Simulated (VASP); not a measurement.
# Rb (Fm-3m) in VASP: notebook

The runs below take Rb through single point, with r2SCAN.

All numbers are computed with VASP 6.6.1; they aren't measurements. Logs are shortened: lines on timing, memory, paths and dates and some standing lists are left out, and cuts for length are marked.

## (1) The crystal as given

Symmetry: Fm-3m, No. 225, cubic system. The conventional cell has a = 7.280 Å, b = 7.280 Å, c = 7.280 Å, α = 90.00°, β = 90.00°, γ = 90.00°.

This isn't the form of Rb at room conditions, which is bcc.

## (2) Single point, r2SCAN

INCAR

```
SYSTEM = Rb
PREC = Accurate
ENCUT = 400
EDIFF = 1E-6
ISMEAR = 1
SIGMA = 0.2
LREAL = .FALSE.
LASPH = .TRUE.
NELM = 100
ALGO = Normal
ISIF = 2
LWAVE = .FALSE.
LCHARG = .FALSE.
METAGGA = R2SCAN
LMIXTAU = .TRUE.
ADDGRID = .FALSE.
```

KPOINTS

```
regular mesh
0
G
  2 2 2
  0 0 0
```

POSCAR

```
Rb
1.0
    0.0000000000      3.6398846700      3.6398846700
    3.6398846700      0.0000000000      3.6398846700
    3.6398846700      3.6398846700      0.0000000000
Rb
1
Direct
    0.0000000000      0.0000000000      0.0000000000
```

Potentials or basis: VASP PAW PBE potentials, release 64 (Rb_sv).

Command:

```
cat potpaw_PBE.64/Rb_sv/POTCAR > POTCAR
mpirun -np 1 vasp_std > vasp.out
```

OUTCAR:

```text
SYSTEM = Rb
   PREC = Accurate
   ENCUT = 400
   EDIFF = 1E-6
   ISMEAR = 1
   LREAL = .FALSE.
   LASPH = .TRUE.
   NELM = 100
   ISIF = 2
   METAGGA = R2SCAN

 Found      3 irreducible k-points:

 Following reciprocal coordinates:
            Coordinates               Weight
  0.000000  0.000000  0.000000      1.000000
  0.500000  0.000000  0.000000      4.000000
  0.500000  0.500000  0.000000      3.000000
   k-points           NKPTS =      3   k-points in BZ     NKDIM =      3   number of bands    NBANDS=      8
   number of dos      NEDOS =    301   number of ions     NIONS =      1
   total plane-waves  NPLWV =  46656
   dimension x,y,z NGX =    36 NGY =   36 NGZ =   36
   dimension x,y,z NGXF=    72 NGYF=   72 NGZF=   72
   ions per type =               1
   NGX,Y,Z   is equivalent  to a cutoff of  11.63, 11.63, 11.63 a.u.
   NGXF,Y,Z  is equivalent  to a cutoff of  23.25, 23.25, 23.25 a.u.
 SYSTEM =  Rb
   PREC   = accura    normal or accurate (medium, high low for compatibility)
   ISTART =      0    job   : 0-new  1-cont  2-samecut
   ICHARG =      2    charge: 1-file 2-atom 10-const
   ISPIN  =      1    spin polarized calculation?
   LNONCOLLINEAR =      F non collinear calculations
   LSORBIT =      F    spin-orbit coupling
   LASPH  =      T    aspherical Exc in radial PAW
   ENCUT  =  400.0 eV  29.40 Ry    5.42 a.u.   8.39  8.39  8.39*2*pi/ulx,y,z
   NELM   =    100;   NELMIN=  2; NELMDL= -5     # of ELM steps
   EDIFF  = 0.1E-05   stopping-criterion for ELM
   LREAL  =      F    real-space projection
   EDIFFG = 0.1E-04   stopping-criterion for IOM
   NSW    =      0    number of steps for IOM
   IBRION =     -1    ionic relax: 0-MD 1-quasi-New 2-CG
   NFREE  =      0    steps in history (QN), initial steepest desc. (CG)
   ISIF   =      2    stress and relaxation
   ISYM   =      2    0-nonsym 1-usesym 2-fastsym
   POTIM  = 0.5000    time-step for ionic-motion
   TEBEG  =    0.0;   TEEND  =   0.0 temperature during run
   PSTRESS=    0.0 pullay stress
   NELECT =       9.0000    total number of electrons
   NUPDOWN=      -1.0000    fix difference up-down
   EMIN   =  10.00;   EMAX   =-10.00  energy-range for DOS
   EFERMI =   0.00;   METHOD = LEGACY
   ISMEAR =     1;   SIGMA  =   0.20  broadening in eV -4-tet -1-fermi 0-gaus
   EFERMI_NEDOS =   21; number of points for ismear=-14 and -15
   IALGO  =     38    algorithm
   IMIX   =      4    mixing-type and parameters
     AMIX     =   0.40;   BMIX     =  1.00
     AMIX_MAG =   1.60;   BMIX_MAG =  1.00
  volume/ion in A,a.u.               =      96.45       650.86
  Fermi-wavevector in a.u.,A,eV,Ry     =   0.742548  1.403213  7.501953  0.551378
  Thomas-Fermi vector in A             =   1.837453
   LORBIT       =      0    0 simple, 1 ext, 2 COOP (PROOUT), +10 PAW based schemes
   METAGGA = R2SCAN    functional components
   LHFCALC =     F    Hartree Fock is set to
   AEXX    =    0.0000 exact exchange contribution
   IVDW    =     0    specifies the selected vdW correction
   LEPSILON=     F    determine dielectric tensor
   LRPA    =     F    only Hartree local field effects (RPA)
 non-spin polarized calculation
 Methfessel and Paxton  Order N= 1 SIGMA  =   0.20
  energy-cutoff  :      400.00
  volume of cell :       96.45
 maximum number of plane-waves:      1807
 NGX is ok and might be reduce to    36
   NGX = 17   NGY = 17   NGZ = 17

 number of electron       9.0000000 magnetization

 Free energy of the ion-electron system (eV)
  ---------------------------------------------------
  ext. energy  EPLUGINS =         0.00000000
  ---------------------------------------------------
  free energy    TOTEN  =       -13.55390993 eV

  energy without entropy =      -13.53555722  energy(sigma->0) =      -13.54779236

 E-fermi :   0.2252     XC(G=0):  -5.4555

 val. band max:        0.1616936478   @ k =   0.5000   0.0000   0.0000
 cond. band min:       0.6628989949   @ k =   0.5000   0.0000   0.0000
 fundamental gap:      0.5012053471
 Fermi energy:         0.2251627028

 k-point     1 :       0.0000    0.0000    0.0000
  band No.  band energies     occupation
      1     -30.0644      2.00000
      2     -13.5630      2.00000
      3     -13.5630      2.00000
      4     -13.5630      2.00000
      5      -1.9472      2.00000
      6       3.8202     -0.00000
      7       3.8202     -0.00000
      8       3.8202     -0.00000

 k-point     2 :       0.5000    0.0000    0.0000
  band No.  band energies     occupation
      1     -30.0612      2.00000
      2     -13.6434      2.00000
      3     -13.5744      2.00000
      4     -13.5744      2.00000
      5       0.1617      1.50831
      6       0.6629     -0.00829
      7       3.6469     -0.00000
      8       3.6469     -0.00000

 k-point     3 :       0.5000    0.5000    0.0000
  band No.  band energies     occupation
      1     -30.0602      2.00000
      2     -13.6399      2.00000
      3     -13.5924      2.00000
      4     -13.5924      2.00000
      5       0.8996     -0.00002
      6       1.2600     -0.00000
      7       1.8507     -0.00000
      8       4.5968      0.00000

------------------------ aborting loop because EDIFF is reached ----------------------------------------

  FORCE on cell =-STRESS in cart. coord.  units (eV):
  Direction    XX          YY          ZZ          XY          YZ          ZX
  --------------------------------------------------------------------------------------
  -------------------------------------------------------------------------------------
  Total       -0.0748697     -0.0748697     -0.0748697      0.0000000     -0.0000000      0.0000000
  in kB       -1.2437228     -1.2437228     -1.2437228      0.0000000     -0.0000000      0.0000000
  external PRESSURE =      -1.2437228 kB  Pullay stress =       0.0000000 kB

 VOLUME and BASIS-vectors are now :
 -----------------------------------------------------------------------------
  energy-cutoff  :      400.00
  volume of cell :       96.45
      direct lattice vectors                 reciprocal lattice vectors
     0.000000000  3.639884670  3.639884670    -0.137366990  0.137366990  0.137366990
     3.639884670  0.000000000  3.639884670     0.137366990 -0.137366990  0.137366990
     3.639884670  3.639884670  0.000000000     0.137366990  0.137366990 -0.137366990

 POSITION                                       TOTAL-FORCE (eV/Angst)
 -----------------------------------------------------------------------------------
      0.00000      0.00000      0.00000         0.000000      0.000000     -0.000000
 -----------------------------------------------------------------------------------
    total drift:                               -0.000000      0.000000      0.000000

  FREE ENERGIE OF THE ION-ELECTRON SYSTEM (eV)
  ---------------------------------------------------
  free  energy   TOTEN  =       -13.5539099287 eV

  energy  without entropy=      -13.5355572213  energy(sigma->0) =      -13.54779236
```

It took 24 s on 1 thread of Intel Xeon 6975P-C (Granite Rapids), shared host; peak memory 0.21 GiB.

The run converged, but some of its settings lie outside the range that counts as converged, so its numbers aren't taken as properties of the crystal.

What came out:

```
Free energy            : -13.5539 eV
Pressure               : -0.1 GPa
Band gap on the k mesh : none (metal or under the smearing width)
```

Caveat: the k mesh is coarse (spacing up to 0.75 Å⁻¹), so the values aren't converged; the PAW data sets were made with another functional, which shifts forces and pressure a little.

## (3) Single point, r2SCAN

INCAR is that of step 2.

KPOINTS is that of step 2.

POSCAR

```
Rb
1.0
    0.0790870000      3.6559800000      3.6130310000
    3.6559400000      0.0406780000      3.6514400000
    3.6810400000      3.7194890000      0.0155780000
Rb
1
Direct
   -0.0191540000      0.0033960000      0.0084760000
```

Potentials or basis: VASP PAW PBE potentials, release 64 (Rb_sv).

Command:

```
cat potpaw_PBE.64/Rb_sv/POTCAR > POTCAR
mpirun -np 1 vasp_std > vasp.out
```

Wall time 24 s (1 thread of Intel Xeon 6975P-C (Granite Rapids), shared host); peak memory 0.21 GiB.

These settings aren't checked as converged: the numbers below hold their error.

Results:

```
Free energy            : -13.5592 eV
Pressure               : -0.3 GPa
Band gap on the k mesh : none (metal or under the smearing width)
```

Caveat: the k mesh is coarse (spacing up to 0.76 Å⁻¹), so the values aren't converged; the PAW data sets were made with another functional, which shifts forces and pressure a little.

## (4) Single point, r2SCAN

INCAR, as its differences from that of step 3:

```diff
@@ -2,3 +2,3 @@
 PREC = Accurate
-ENCUT = 400
+ENCUT = 450
 EDIFF = 1E-6
```

KPOINTS is that of step 3.

POSCAR

```
Rb
1.0
    0.0000000000      3.6398846700      3.6398846700
    3.6398846700      0.0000000000      3.6398846700
    3.6398846700      3.6398846700      0.0000000000
Rb
1
Direct
    0.0000000000      0.0000000000      0.0000000000
```

Potentials or basis: VASP PAW PBE potentials, release 64 (Rb_sv).

Command:

```
cat potpaw_PBE.64/Rb_sv/POTCAR > POTCAR
mpirun -np 1 vasp_std > vasp.out
```

OUTCAR:

```text
SYSTEM = Rb
   PREC = Accurate
   ENCUT = 450
   EDIFF = 1E-6
   ISMEAR = 1
   LREAL = .FALSE.
   LASPH = .TRUE.
   NELM = 100
   ISIF = 2
   METAGGA = R2SCAN

 Found      3 irreducible k-points:

 Following reciprocal coordinates:
            Coordinates               Weight
  0.000000  0.000000  0.000000      1.000000
  0.500000  0.000000  0.000000      4.000000
  0.500000  0.500000  0.000000      3.000000
   k-points           NKPTS =      3   k-points in BZ     NKDIM =      3   number of bands    NBANDS=      8
   number of dos      NEDOS =    301   number of ions     NIONS =      1
   total plane-waves  NPLWV =  46656
   dimension x,y,z NGX =    36 NGY =   36 NGZ =   36
[... 105 lines left out ...]

  FORCE on cell =-STRESS in cart. coord.  units (eV):
  Direction    XX          YY          ZZ          XY          YZ          ZX
  --------------------------------------------------------------------------------------
  -------------------------------------------------------------------------------------
  Total       -0.0742395     -0.0742395     -0.0742395      0.0000000     -0.0000000     -0.0000000
  in kB       -1.2332548     -1.2332548     -1.2332548      0.0000000     -0.0000000     -0.0000000
  external PRESSURE =      -1.2332548 kB  Pullay stress =       0.0000000 kB

 VOLUME and BASIS-vectors are now :
 -----------------------------------------------------------------------------
  energy-cutoff  :      450.00
  volume of cell :       96.45
      direct lattice vectors                 reciprocal lattice vectors
     0.000000000  3.639884670  3.639884670    -0.137366990  0.137366990  0.137366990
     3.639884670  0.000000000  3.639884670     0.137366990 -0.137366990  0.137366990
     3.639884670  3.639884670  0.000000000     0.137366990  0.137366990 -0.137366990

 POSITION                                       TOTAL-FORCE (eV/Angst)
 -----------------------------------------------------------------------------------
      0.00000      0.00000      0.00000         0.000000      0.000000     -0.000000
 -----------------------------------------------------------------------------------
    total drift:                               -0.000000      0.000000      0.000000

  FREE ENERGIE OF THE ION-ELECTRON SYSTEM (eV)
  ---------------------------------------------------
  free  energy   TOTEN  =       -13.5534180500 eV

  energy  without entropy=      -13.5350716445  energy(sigma->0) =      -13.54730258
```

stdout:

```text
POSCAR found type information on POSCAR Rb
 POSCAR found :  1 types and       1 ions
 scaLAPACK will be used
 -----------------------------------------------------------------------------
|                                                                             |
|                                                                             |
|     You enforced a specific xc type in the INCAR file but a different       |
|     I HOPE YOU KNOW WHAT YOU ARE DOING!                                     |
|                                                                             |
 -----------------------------------------------------------------------------

 LDA part: xc-table for (None), standard interpolation
 POSCAR, INCAR and KPOINTS ok, starting setup
 FFT: planning ... GRIDC
 FFT: planning ... GRID_SOFT
 FFT: planning ... GRID
 WAVECAR not read
 entering main loop
```

It took 18 s on 1 thread of Intel Xeon 6975P-C (Granite Rapids), shared host; peak memory 0.2 GiB.

The run converged, but some of its settings lie outside the range that counts as converged, so its numbers aren't taken as properties of the crystal.

Results:

- Free energy: -13.5534 eV
- Pressure: -0.1 GPa
- Band gap on the k mesh: none (metal or under the smearing width)

Caveat: the k mesh is coarse (spacing up to 0.75 Å⁻¹), so the values aren't converged; the PAW data sets were made with another functional, which shifts forces and pressure a little.

## (5) Single point, r2SCAN

INCAR is that of step 4.

KPOINTS is that of step 4.

POSCAR

```
Rb
1.0
    0.0790870000      3.6559800000      3.6130310000
    3.6559400000      0.0406780000      3.6514400000
    3.6810400000      3.7194890000      0.0155780000
Rb
1
Direct
   -0.0191540000      0.0033960000      0.0084760000
```

Command:

```
cat potpaw_PBE.64/Rb_sv/POTCAR > POTCAR
mpirun -np 1 vasp_std > vasp.out
```

It took 50 s on 1 thread of Intel Xeon 6975P-C (Granite Rapids), shared host; peak memory 0.21 GiB.

These settings aren't checked as converged: the numbers below hold their error.

What came out:

```yaml
Free_energy: -13.5604 eV
Pressure: -0.1 GPa
Band_gap_on_the_k_mesh: none (metal or under the smearing width)
```

Caveat: the k mesh is coarse (spacing up to 0.76 Å⁻¹), so the values aren't converged; the PAW data sets were made with another functional, which shifts forces and pressure a little.
